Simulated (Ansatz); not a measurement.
**FeO, several self-consistent solutions**

```yaml
crystal:
  lattice:
    - [1.51882, 0.87689, 2.51958]
    - [-1.51882, 0.87689, 2.51958]
    - [0.00000, -3.50757, 5.03915]
  atoms:
    - { symbol: Fe, position: [0.00000, 0.00000, 0.00000] }
    - { symbol: O, position: [0.50000, 0.50000, 0.25000] }
    - { symbol: Fe, position: [0.00000, 0.00000, 0.50000] }
    - { symbol: O, position: [0.50000, 0.50000, 0.75000] }
```

All energies were calculated with Ansatz 0.2.0 (PBE with U_eff = 4.0 eV on Fe d (all-electron-ortho-atomic projectors); 420 eV; 9×9×5 Γ-centred mesh; fermi-dirac occupations of width 0.050 eV). The atoms are fixed and numbered as listed; spin is collinear, without spin-orbit coupling.

Different starts of the self-consistent cycle ended in different solutions. Their moments in μB:

| state | Fe1 | Fe3 | other atoms together | size of the net moment a cell |
| --- | --- | --- | --- | --- |
| A | 3.48 | 3.48 | 0.41 | 8.00 |
| B | 3.42 | -3.42 | 0.01 | 0.00 |
| C | 0.00 | 0.00 | 0.00 | 0.00 |

Site moments are taken in small spheres that don't touch (radius about 0.4 of the atom's shortest bond), so those of the magnetic atoms read low, and they needn't add up to the net moment. State C was run without spin polarisation.

Q: Which state has the lowest energy at zero smearing, and how far up are the others?

A: State B (antiparallel, compensated) is lowest; A (parallel moments) lies 26 meV above it, C (without moments) lies 861 meV above it, all counted an atom of the cell.

Q: What do states A and B say about the exchange?

A: Between A and B the moments keep their size (3.48 against 3.42 μB in the mean), so the difference mostly measures the exchange between the flipped sites: the antiparallel order gains 52 meV for each Fe atom. The nearest flipped pair stands 3.04 Å apart. Flipped pairs are linked through O; the widest Fe–O–Fe angle among the nearer links is 180°, at 4.32 Å between the metal atoms. A nearly straight link favours antiparallel spins by superexchange as a rule of thumb, which fits.

Q: How much does the cell gain by forming moments?

A: 861 meV an atom of the cell, or 1723 meV for each Fe atom, against state C, which has none. A run without spin would miss this and give wrong energies and forces. That state isn't the paramagnet, which keeps its moments, so this is no ordering energy, and a U raises it further by its penalty on part-filled orbitals.

The cell is that of a Crystallography Open Database entry, unchanged but doubled along one cell vector so that moments can oppose.

Caveats: only orders that fit this cell and collinear spins were tried, so the true order may need a larger cell or canted moments; atoms and cell are not relaxed, and each state would relax in its own way; the U is a value in common use, not computed for this crystal; at this level the entry's cell stands at +10 GPa (positive in compression); one start a pattern, so a lower state of the same pattern may exist; the nearest magnetic atoms form triangles, which frustrates antiparallel coupling, so the true order may be non-collinear or need another cell.
